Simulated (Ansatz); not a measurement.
Reactions of C$_{3}$H$_{9}$NSi (`CC([SiH3])C=N`).

Computed with Ansatz on PBE0-D4/def2-TZVP structures; ΔE is electronic, products minus reactants. CBS: MP2 limit from def2 TZ/QZ plus the TZ coupled-cluster correction, frozen cores. This one scheme is used for every species. Functionals use def2-TZVPP. def2 core potentials past Kr. For I, In outer-core shells are correlated without core-valence functions, which leaves a few kJ/mol of doubt a bond. Each species was taken in one conformer, which may not be the lowest.

```tsv
reaction	PBE-D4 (eV)	r2SCAN-D4 (eV)	CCSD(T)/CBS(def2) (eV)
`CC([SiH3])C=N` + HI → `CC([SiH3])I` + `C=N`	0.25	0.28	0.14
`CC([SiH3])C=N` + `CNC=O` → `CN(C=N)C=O` + `CC[SiH3]`	-0.24	-0.27	-0.18
`CC([SiH3])C=N` + H₂ → `CC[SiH3]` + `C=N`	-0.30	-0.32	-0.37
`CC([SiH3])C=N` + `N=CF` → `N=CN=CF` + `CC[SiH3]`	-0.04	-0.05	0.05
`CC([SiH3])C=N` + `CNC(C)=O` → `CC(=O)N(C)C` + `N=CC[SiH3]`	0.23	0.23	0.25
`CC([SiH3])C=N` + `C[NH][InH][OH]` → `C[N](C)[InH][OH]` + `N=CC[SiH3]`	0.18	0.18	0.20
```

Largest T1 diagnostic: 0.016, for `C[N](C)[InH][OH]`.
